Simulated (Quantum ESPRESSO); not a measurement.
Here is a Quantum ESPRESSO 7.5 calculation.

pw.in

```
&CONTROL
  calculation = 'scf'
  prefix = 'pwscf'
  outdir = './tmp'
  pseudo_dir = './pseudo'
  tprnfor = .true.
  tstress = .true.
  disk_io = 'low'
/
&SYSTEM
  ibrav = 0
  nat = 2
  ntyp = 2
  ecutwfc = 45
  ecutrho = 360
  nbnd = 16
  occupations = 'smearing'
  smearing = 'fd'
  degauss = 0.00367493
/
&ELECTRONS
  conv_thr = 4d-10
  electron_maxstep = 120
  mixing_beta = 0.5
/
ATOMIC_SPECIES
Pb   207.2000 pb_lda_v1.uspp.F.UPF
S     32.0600 s_lda_v1.4.uspp.F.UPF
CELL_PARAMETERS angstrom
   3.6536590000    0.0000000000    0.0000000000
   0.0000000000    3.6536590000    0.0000000000
   0.0000000000    0.0000000000    3.6536590000
ATOMIC_POSITIONS crystal
Pb     0.0000000000    0.0000000000    0.0000000000
S      0.5000000000    0.5000000000    0.5000000000
K_POINTS automatic
7 7 7 0 0 0
```

bands_first_try.in

```
&CONTROL
  calculation = 'bands'
  prefix = 'pwscf'
  outdir = './tmp'
  pseudo_dir = './pseudo'
  disk_io = 'low'
  verbosity = 'high'
/
&SYSTEM
  ibrav = 0
  nat = 2
  ntyp = 2
  ecutwfc = 45
  ecutrho = 360
  nbnd = 16
  occupations = 'smearing'
  smearing = 'fd'
  degauss = 0.00367493
/
&ELECTRONS
  conv_thr = 1d-08
  electron_maxstep = 120
  mixing_beta = 0.5
  diago_full_acc = .true.
  startingwfc = 'random'
/
ATOMIC_SPECIES
Pb   207.2000 pb_lda_v1.uspp.F.UPF
S     32.0600 s_lda_v1.4.uspp.F.UPF
CELL_PARAMETERS angstrom
   3.6536590000    0.0000000000    0.0000000000
   0.0000000000    3.6536590000    0.0000000000
   0.0000000000    0.0000000000    3.6536590000
ATOMIC_POSITIONS crystal
Pb     0.0000000000    0.0000000000    0.0000000000
S      0.5000000000    0.5000000000    0.5000000000
K_POINTS crystal
60
 0.0000000000  0.0000000000  0.0000000000 1
 0.0000000000  0.0714285714  0.0000000000 1
 0.0000000000  0.1428571429  0.0000000000 1
 0.0000000000  0.2142857143  0.0000000000 1
 0.0000000000  0.2857142857  0.0000000000 1
 0.0000000000  0.3571428571  0.0000000000 1
 0.0000000000  0.4285714286  0.0000000000 1
 0.0000000000  0.5000000000  0.0000000000 1
 0.0714285714  0.5000000000  0.0000000000 1
 0.1428571429  0.5000000000  0.0000000000 1
 0.2142857143  0.5000000000  0.0000000000 1
 0.2857142857  0.5000000000  0.0000000000 1
 0.3571428571  0.5000000000  0.0000000000 1
 0.4285714286  0.5000000000  0.0000000000 1
 0.5000000000  0.5000000000  0.0000000000 1
 0.4545454545  0.4545454545  0.0000000000 1
 0.4090909091  0.4090909091  0.0000000000 1
 0.3636363636  0.3636363636  0.0000000000 1
 0.3181818182  0.3181818182  0.0000000000 1
 0.2727272727  0.2727272727  0.0000000000 1
 0.2272727273  0.2272727273  0.0000000000 1
 0.1818181818  0.1818181818  0.0000000000 1
 0.1363636364  0.1363636364  0.0000000000 1
 0.0909090909  0.0909090909  0.0000000000 1
 0.0454545455  0.0454545455  0.0000000000 1
 0.0000000000  0.0000000000  0.0000000000 1
 0.0357142857  0.0357142857  0.0357142857 1
 0.0714285714  0.0714285714  0.0714285714 1
 0.1071428571  0.1071428571  0.1071428571 1
 0.1428571429  0.1428571429  0.1428571429 1
 0.1785714286  0.1785714286  0.1785714286 1
 0.2142857143  0.2142857143  0.2142857143 1
 0.2500000000  0.2500000000  0.2500000000 1
 0.2857142857  0.2857142857  0.2857142857 1
 0.3214285714  0.3214285714  0.3214285714 1
 0.3571428571  0.3571428571  0.3571428571 1
 0.3928571429  0.3928571429  0.3928571429 1
 0.4285714286  0.4285714286  0.4285714286 1
 0.4642857143  0.4642857143  0.4642857143 1
 0.5000000000  0.5000000000  0.5000000000 1
 0.4545454545  0.5000000000  0.4545454545 1
 0.4090909091  0.5000000000  0.4090909091 1
 0.3636363636  0.5000000000  0.3636363636 1
 0.3181818182  0.5000000000  0.3181818182 1
 0.2727272727  0.5000000000  0.2727272727 1
 0.2272727273  0.5000000000  0.2272727273 1
 0.1818181818  0.5000000000  0.1818181818 1
 0.1363636364  0.5000000000  0.1363636364 1
 0.0909090909  0.5000000000  0.0909090909 1
 0.0454545455  0.5000000000  0.0454545455 1
 0.0000000000  0.5000000000  0.0000000000 1
 0.5000000000  0.5000000000  0.0000000000 1
 0.5000000000  0.5000000000  0.0625000000 1
 0.5000000000  0.5000000000  0.1250000000 1
 0.5000000000  0.5000000000  0.1875000000 1
 0.5000000000  0.5000000000  0.2500000000 1
 0.5000000000  0.5000000000  0.3125000000 1
 0.5000000000  0.5000000000  0.3750000000 1
 0.5000000000  0.5000000000  0.4375000000 1
 0.5000000000  0.5000000000  0.5000000000 1
```

Contents of bands.in:

```
&CONTROL
  calculation = 'bands'
  prefix = 'pwscf'
  outdir = './tmp'
  pseudo_dir = './pseudo'
  disk_io = 'low'
  verbosity = 'high'
/
&SYSTEM
  ibrav = 0
  nat = 2
  ntyp = 2
  ecutwfc = 45
  ecutrho = 360
  nbnd = 16
  occupations = 'smearing'
  smearing = 'fd'
  degauss = 0.00367493
/
&ELECTRONS
  conv_thr = 1d-08
  electron_maxstep = 120
  mixing_beta = 0.5
  diago_full_acc = .true.
/
ATOMIC_SPECIES
Pb   207.2000 pb_lda_v1.uspp.F.UPF
S     32.0600 s_lda_v1.4.uspp.F.UPF
CELL_PARAMETERS angstrom
   3.6536590000    0.0000000000    0.0000000000
   0.0000000000    3.6536590000    0.0000000000
   0.0000000000    0.0000000000    3.6536590000
ATOMIC_POSITIONS crystal
Pb     0.0000000000    0.0000000000    0.0000000000
S      0.5000000000    0.5000000000    0.5000000000
K_POINTS crystal
60
 0.0000000000  0.0000000000  0.0000000000 1
 0.0000000000  0.0714285714  0.0000000000 1
 0.0000000000  0.1428571429  0.0000000000 1
 0.0000000000  0.2142857143  0.0000000000 1
 0.0000000000  0.2857142857  0.0000000000 1
 0.0000000000  0.3571428571  0.0000000000 1
 0.0000000000  0.4285714286  0.0000000000 1
 0.0000000000  0.5000000000  0.0000000000 1
 0.0714285714  0.5000000000  0.0000000000 1
 0.1428571429  0.5000000000  0.0000000000 1
 0.2142857143  0.5000000000  0.0000000000 1
 0.2857142857  0.5000000000  0.0000000000 1
 0.3571428571  0.5000000000  0.0000000000 1
 0.4285714286  0.5000000000  0.0000000000 1
 0.5000000000  0.5000000000  0.0000000000 1
 0.4545454545  0.4545454545  0.0000000000 1
 0.4090909091  0.4090909091  0.0000000000 1
 0.3636363636  0.3636363636  0.0000000000 1
 0.3181818182  0.3181818182  0.0000000000 1
 0.2727272727  0.2727272727  0.0000000000 1
 0.2272727273  0.2272727273  0.0000000000 1
 0.1818181818  0.1818181818  0.0000000000 1
 0.1363636364  0.1363636364  0.0000000000 1
 0.0909090909  0.0909090909  0.0000000000 1
 0.0454545455  0.0454545455  0.0000000000 1
 0.0000000000  0.0000000000  0.0000000000 1
 0.0357142857  0.0357142857  0.0357142857 1
 0.0714285714  0.0714285714  0.0714285714 1
 0.1071428571  0.1071428571  0.1071428571 1
 0.1428571429  0.1428571429  0.1428571429 1
 0.1785714286  0.1785714286  0.1785714286 1
 0.2142857143  0.2142857143  0.2142857143 1
 0.2500000000  0.2500000000  0.2500000000 1
 0.2857142857  0.2857142857  0.2857142857 1
 0.3214285714  0.3214285714  0.3214285714 1
 0.3571428571  0.3571428571  0.3571428571 1
 0.3928571429  0.3928571429  0.3928571429 1
 0.4285714286  0.4285714286  0.4285714286 1
 0.4642857143  0.4642857143  0.4642857143 1
 0.5000000000  0.5000000000  0.5000000000 1
 0.4545454545  0.5000000000  0.4545454545 1
 0.4090909091  0.5000000000  0.4090909091 1
 0.3636363636  0.5000000000  0.3636363636 1
 0.3181818182  0.5000000000  0.3181818182 1
 0.2727272727  0.5000000000  0.2727272727 1
 0.2272727273  0.5000000000  0.2272727273 1
 0.1818181818  0.5000000000  0.1818181818 1
 0.1363636364  0.5000000000  0.1363636364 1
 0.0909090909  0.5000000000  0.0909090909 1
 0.0454545455  0.5000000000  0.0454545455 1
 0.0000000000  0.5000000000  0.0000000000 1
 0.5000000000  0.5000000000  0.0000000000 1
 0.5000000000  0.5000000000  0.0625000000 1
 0.5000000000  0.5000000000  0.1250000000 1
 0.5000000000  0.5000000000  0.1875000000 1
 0.5000000000  0.5000000000  0.2500000000 1
 0.5000000000  0.5000000000  0.3125000000 1
 0.5000000000  0.5000000000  0.3750000000 1
 0.5000000000  0.5000000000  0.4375000000 1
 0.5000000000  0.5000000000  0.5000000000 1
```

Potentials or basis: GBRV 1.5 LDA.

Launch:

```bash
$ OMP_NUM_THREADS=1 mpirun -n 2 pw.x -nk 2 -in pw.in > pw.out
$ OMP_NUM_THREADS=1 mpirun -n 2 pw.x -nk 2 -in bands_first_try.in > bands_first_try.out
$ OMP_NUM_THREADS=1 mpirun -n 2 pw.x -nk 2 -in bands.in > bands.out
```

Q: Estimate the band gap on the k mesh.

A: None (metal or under the smearing width).

Q: Estimate the pressure.

A: -5.5 GPa.

Levels at the corners of the path, in eV from the Fermi level:
| point | band 7 | band 8 | band 9 | band 10 | band 11 | band 12 | band 13 | band 14 |
| --- | --- | --- | --- | --- | --- | --- | --- | --- |
| Γ | -6.71 | -1.50 | -1.50 | -1.50 | 5.51 | 5.51 | 6.49 | 6.49 |
| X | -9.00 | -0.36 | -0.36 | -0.04 | 0.30 | 3.91 | 3.91 | 6.73 |
| M | -7.29 | -4.37 | -4.37 | -0.16 | 4.20 | 4.20 | 5.87 | 7.20 |
| Γ | -6.71 | -1.50 | -1.50 | -1.50 | 5.51 | 5.51 | 6.49 | 6.49 |
| R | -6.00 | -2.27 | -2.27 | -2.27 | -0.48 | -0.48 | -0.48 | 7.51 |
| X | -9.00 | -0.36 | -0.36 | -0.04 | 0.30 | 3.91 | 3.91 | 6.73 |
| M | -7.29 | -4.37 | -4.37 | -0.16 | 4.20 | 4.20 | 5.87 | 7.20 |
| R | -6.00 | -2.27 | -2.27 | -2.27 | -0.48 | -0.48 | -0.48 | 7.51 |

Caveat: some levels on the path didn't converge; spin-orbit coupling is left out, which moves the levels of the heavy elements.
